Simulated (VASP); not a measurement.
# Si (P6/mmm) in VASP: settings compared

The runs below take Si through band structure, with PBE0, revTPSS, MS2, PBE, LDA.

Everything below comes from runs of VASP 6.6.1. Logs are shortened: lines on timing, memory, paths and dates and some standing lists are left out, and cuts for length are marked.

## (1) Starting point

It takes space group P6/mmm (No. 191, hexagonal). The conventional cell has a = 4.121 Å, b = 4.121 Å, c = 2.655 Å, α = 90.00°, β = 90.00°, γ = 120.00°. Si (site symmetry -6m2) is surrounded by 5 Si at 2.38 to 2.65 Å.

The cell was built by a generator and needn't be a form met in nature.

## (2) Band structure, PBE0

POSCAR reads:

```
Si
1.0
    4.1209500000      0.0000000000      0.0000000000
   -2.0604700000      3.5688500000      0.0000000000
    0.0000000000      0.0000000000      2.6547900000
Si
2
Direct
    0.3333300000      0.6666700000      0.5000000000
    0.6666700000      0.3333300000      0.5000000000
```

INCAR.step1 reads:

```
SYSTEM = Si
ALGO = Normal
EDIFF = 1E-5
ENCUT = 520
GGA = PE
ISIF = 2
ISMEAR = -1
LASPH = .TRUE.
LCHARG = .FALSE.
LREAL = .FALSE.
LWAVE = .TRUE.
NBANDS = 11
NELM = 100
PREC = Accurate
SIGMA = 0.05
```

INCAR.step2 reads:

```
SYSTEM = Si
AEXX = 0.25
ALGO = Normal
EDIFF = 1E-6
ENCUT = 520
GGA = PE
HFRCUT = -1
ISIF = 2
ISMEAR = -1
ISTART = 1
LASPH = .TRUE.
LCHARG = .FALSE.
LHFCALC = .TRUE.
LREAL = .FALSE.
LWAVE = .FALSE.
NBANDS = 11
NELM = 100
PREC = Accurate
PRECFOCK = Normal
SIGMA = 0.05
```

KPOINTS reads:

```
k-points
0
G
  4 4 5
  0 0 0
```

KPOINTS_OPT reads:

```
path GMKGALHA,LM,KH
8
line-mode
reciprocal
 0.0000000000  0.0000000000  0.0000000000  G
 0.5000000000  0.0000000000  0.0000000000  M

 0.5000000000  0.0000000000  0.0000000000  M
 0.3333333333  0.3333333333  0.0000000000  K

 0.3333333333  0.3333333333  0.0000000000  K
 0.0000000000  0.0000000000  0.0000000000  G

 0.0000000000  0.0000000000  0.0000000000  G
 0.0000000000  0.0000000000  0.5000000000  A

 0.0000000000  0.0000000000  0.5000000000  A
 0.5000000000  0.0000000000  0.5000000000  L

 0.5000000000  0.0000000000  0.5000000000  L
 0.3333333333  0.3333333333  0.5000000000  H

 0.3333333333  0.3333333333  0.5000000000  H
 0.0000000000  0.0000000000  0.5000000000  A

 0.5000000000  0.0000000000  0.5000000000  L
 0.5000000000  0.0000000000  0.0000000000  M

 0.3333333333  0.3333333333  0.0000000000  K
 0.3333333333  0.3333333333  0.5000000000  H
```

Potentials or basis: VASP PAW PBE potentials, release 64 (Si).

On the command line:

```bash
$ cat potpaw_PBE.64/Si/POTCAR > POTCAR
$ cp INCAR.step1 INCAR
$ mpirun -np 1 vasp_std > vasp.out
$ cp INCAR.step2 INCAR
$ mpirun -np 1 vasp_std > vasp.out
```

OUTCAR:

```text
SYSTEM = Si
   AEXX = 0.25
   EDIFF = 1E-6
   ENCUT = 520
   GGA = PE
   ISIF = 2
   ISMEAR = -1
   ISTART = 1
   LASPH = .TRUE.
   LHFCALC = .TRUE.
   LREAL = .FALSE.
   NELM = 100
   PREC = Accurate
   PRECFOCK = Normal

 ion  position               nearest neighbor table
   1  0.333  0.667  0.500-   2 2.38   2 2.38   2 2.38
   2  0.667  0.333  0.500-   1 2.38   1 2.38   1 2.38

  LATTYP: Found a hexagonal cell.
 ALAT       =     4.1209500000
 C/A-ratio  =     0.6442179595

  Lattice vectors:

 A1 = (   4.1209500000,   0.0000000000,   0.0000000000)
 A2 = (  -2.0604700000,   3.5688500000,   0.0000000000)
 A3 = (   0.0000000000,   0.0000000000,   2.6547900000)

Analysis of symmetry for initial positions (statically):
=====================================================================
 Subroutine PRICEL returns:
 Original cell was already a primitive cell.

 Routine SETGRP: Setting up the symmetry group for a
 hexagonal supercell.

 Subroutine GETGRP returns: Found  8 space group operations
 (whereof  8 operations were pure point group operations)
 out of a pool of 24 trial point group operations.

The static configuration has the point symmetry D_2h.

Analysis of symmetry for dynamics (positions and initial velocities):
=====================================================================
 Subroutine PRICEL returns:
 Original cell was already a primitive cell.

 Routine SETGRP: Setting up the symmetry group for a
 hexagonal supercell.

 Subroutine GETGRP returns: Found  8 space group operations
 (whereof  8 operations were pure point group operations)
 out of a pool of 24 trial point group operations.

The dynamic configuration has the point symmetry D_2h.

 Subroutine INISYM returns: Found  8 space group operations
 (whereof  8 operations are pure point group operations),
 and found     1 'primitive' translations

----------------------------------------------------------------------------------------

                                     Primitive cell

  volume of cell :      39.0441

  direct lattice vectors                    reciprocal lattice vectors
     4.120950000  0.000000000  0.000000000     0.242662493  0.140100813  0.000000000
    -2.060470000  3.568850000  0.000000000     0.000000000  0.280202306  0.000000000
     0.000000000  0.000000000  2.654790000     0.000000000  0.000000000  0.376677628

  length of vectors
     4.120950000  4.120949762  2.654790000     0.280202290  0.280202306  0.376677628
[... 93 lines left out ...]
   EFERMI_NEDOS =   21; number of points for ismear=-14 and -15
   IALGO  =     38    algorithm
   IMIX   =      1    mixing-type and parameters
     AMIX     =   0.40;   BMIX     =  1.00
     AMIX_MAG =   1.60;   BMIX_MAG =  1.00
  volume/ion in A,a.u.               =      19.52       131.74
  Fermi-wavevector in a.u.,A,eV,Ry     =   0.965131  1.823833 12.673523  0.931478
  Thomas-Fermi vector in A             =   2.094821
   LORBIT       =      0    0 simple, 1 ext, 2 COOP (PROOUT), +10 PAW based schemes
   GGA     = PE    functional components
   LHFCALC =     T    Hartree Fock is set to
   PRECFOCK=normal    Normal, Fast or Accurate (Low or Medium for compatibility)
   ENCUT4O =  -1.0   cutoff for four orbital integrals eV
   NKREDX  =     1    reduce k-point grid by
   NKREDY  =     1    reduce k-point grid by
   NKREDZ  =     1    reduce k-point grid by
   AEXX    =    0.2500 exact exchange contribution
   HFSCREEN=    0.0000 screening length (either q_TF or 0.3 A-1)
   HFSCREENC=   0.0000 screening length for correlation (either q_TF or 0.3 A-1)
   ENCUTFOCK=  -1.0 apply spherical cutoff to Coloumb kernel
   IVDW    =     0    specifies the selected vdW correction
   LEPSILON=     F    determine dielectric tensor
   LRPA    =     F    only Hartree local field effects (RPA)
 non-spin polarized calculation
  energy-cutoff  :      520.00
  volume of cell :       39.04
 maximum number of plane-waves:      1084
 NGX is ok and might be reduce to    32
  NGX = 24; NGY = 24; NGZ = 16

 number of electron       8.0000000 magnetization

 Free energy of the ion-electron system (eV)
  ---------------------------------------------------
  ext. energy  EPLUGINS =         0.00000000
  ---------------------------------------------------
  free energy    TOTEN  =       -12.70490132 eV

  energy without entropy =      -12.70488306  energy(sigma->0) =      -12.70489219

 E-fermi :   6.0961     XC(G=0):  -7.6295

 val. band max:        5.6069282155   @ k =   0.2500   0.0000   0.2000
 cond. band min:       6.5859310684   @ k =   0.2500   0.0000   0.4000
 fundamental gap:      0.9790028529
 Fermi energy:         6.0960952887

 k-point     1 :       0.0000    0.0000    0.0000
  band No.  band energies     occupation
      1      -8.4521      2.00000
      2       2.2634      2.00000
      3       2.2638      2.00000
      4       2.5711      2.00000
      5       7.9530      0.00000
      6       7.9534      0.00000
      7      12.4524      0.00000
      8      13.6668      0.00000
      9      15.9780      0.00000
     10      20.7526      0.00000
     11      23.4829      0.00000
[... 267 lines left out ...]
 k-point    21 :      -0.2500    0.5000    0.4000
  band No.  band energies     occupation
      1      -3.0209      2.00000
      2      -0.6774      2.00000
      3       2.1243      2.00000
      4       2.6723      2.00000
      5       4.4180      2.00000
      6      10.2808      0.00000
      7      12.0359      0.00000
      8      12.1606      0.00000
      9      16.4802      0.00000
     10      17.0551      0.00000
     11      17.9149      0.00000

------------------------ aborting loop because EDIFF is reached ----------------------------------------

  FORCE on cell =-STRESS in cart. coord.  units (eV):
  Direction    XX          YY          ZZ          XY          YZ          ZX
  --------------------------------------------------------------------------------------
  -------------------------------------------------------------------------------------
  Total        0.2206709      0.2210929     -2.9238857      0.0003655      0.0000000      0.0000000
  in kB        9.0552383      9.0725536   -119.9817397      0.0149968      0.0000000      0.0000000
  external PRESSURE =     -33.9513159 kB  Pullay stress =       0.0000000 kB

 VOLUME and BASIS-vectors are now :
 -----------------------------------------------------------------------------
  energy-cutoff  :      520.00
  volume of cell :       39.04
      direct lattice vectors                 reciprocal lattice vectors
     4.120950000  0.000000000  0.000000000     0.242662493  0.140100813  0.000000000
    -2.060470000  3.568850000  0.000000000     0.000000000  0.280202306  0.000000000
     0.000000000  0.000000000  2.654790000     0.000000000  0.000000000  0.376677628

 POSITION                                       TOTAL-FORCE (eV/Angst)
 -----------------------------------------------------------------------------------
     -0.00002      2.37925      1.32740         0.000560     -0.000323      0.000000
      2.06050      1.18960      1.32740        -0.000560      0.000323      0.000000
 -----------------------------------------------------------------------------------
    total drift:                               -0.000000      0.000000      0.000000

  FREE ENERGIE OF THE ION-ELECTRON SYSTEM (eV)
  ---------------------------------------------------
  free  energy   TOTEN  =       -12.7049013191 eV

  energy  without entropy=      -12.7048830563  energy(sigma->0) =      -12.70489219
```

OUTCAR.step1:

```text
SYSTEM = Si
   EDIFF = 1E-5
   ENCUT = 520
   GGA = PE
   ISIF = 2
   ISMEAR = -1
   LASPH = .TRUE.
[... 511 lines left out ...]
     -0.00002      2.37925      1.32740         0.000518     -0.000299      0.000000
      2.06050      1.18960      1.32740        -0.000518      0.000299      0.000000
 -----------------------------------------------------------------------------------
    total drift:                                0.000000     -0.000000     -0.000000

  FREE ENERGIE OF THE ION-ELECTRON SYSTEM (eV)
  ---------------------------------------------------
  free  energy   TOTEN  =       -10.2078512549 eV

  energy  without entropy=      -10.2049954165  energy(sigma->0) =      -10.20642334
```

It took 5.2 min on 1 thread of Intel Xeon 6975P-C (Granite Rapids), shared host; peak memory 0.17 GiB.

What came out:

```
Free energy             : -12.7049 eV
Pressure                : -3.4 GPa
Band gap along the path : none (metal or under the smearing width)
```

Stress tensor (GPa, compression positive):
```
  0.91   0.00   0.00
  0.00   0.91   0.00
  0.00   0.00 -12.00
```

Levels at the corners of the path, in eV from the Fermi level:
| point | band 1 | band 2 | band 3 | band 4 | band 5 | band 6 | band 7 | band 8 |
| --- | --- | --- | --- | --- | --- | --- | --- | --- |
| Γ | -14.55 | -3.83 | -3.83 | -3.53 | 1.86 | 1.86 | 6.36 | 7.57 |
| M | -12.48 | -10.59 | -5.14 | -1.75 | 7.23 | 8.07 | 8.35 | 9.09 |
| M | -12.48 | -10.59 | -5.14 | -1.75 | 7.23 | 8.07 | 8.35 | 9.09 |
| K | -11.40 | -11.40 | -6.76 | 3.88 | 3.88 | 4.83 | 9.91 | 9.91 |
| K | -11.40 | -11.40 | -6.76 | 3.88 | 3.88 | 4.83 | 9.91 | 9.91 |
| Γ | -14.55 | -3.83 | -3.83 | -3.53 | 1.86 | 1.86 | 6.36 | 7.57 |
| Γ | -14.55 | -3.83 | -3.83 | -3.53 | 1.86 | 1.86 | 6.36 | 7.57 |
| A | -10.06 | -7.24 | -0.74 | -0.74 | 1.84 | 4.07 | 5.30 | 5.30 |
| A | -10.06 | -7.24 | -0.74 | -0.74 | 1.84 | 4.07 | 5.30 | 5.30 |
| L | -7.98 | -6.22 | -5.35 | -3.40 | -1.93 | 3.74 | 4.62 | 5.91 |
| L | -7.98 | -6.22 | -5.35 | -3.40 | -1.93 | 3.74 | 4.62 | 5.91 |
| H | -6.99 | -6.99 | -4.46 | -4.46 | -3.27 | 2.67 | 8.11 | 8.25 |
| H | -6.99 | -6.99 | -4.46 | -4.46 | -3.27 | 2.67 | 8.11 | 8.25 |
| A | -10.06 | -7.24 | -0.74 | -0.74 | 1.84 | 4.07 | 5.30 | 5.30 |
| L | -7.98 | -6.22 | -5.35 | -3.40 | -1.93 | 3.74 | 4.62 | 5.91 |
| M | -12.48 | -10.59 | -5.14 | -1.75 | 7.23 | 8.07 | 8.35 | 9.09 |
| K | -11.40 | -11.40 | -6.76 | 3.88 | 3.88 | 4.83 | 9.91 | 9.91 |
| H | -6.99 | -6.99 | -4.46 | -4.46 | -3.27 | 2.67 | 8.11 | 8.25 |

Caveat: the k mesh is coarse (spacing up to 0.47 Å⁻¹), so the values aren't converged, least of all with exact exchange; the PAW data sets were made with another functional, which shifts forces and pressure a little.

[end of part 1 of 2]
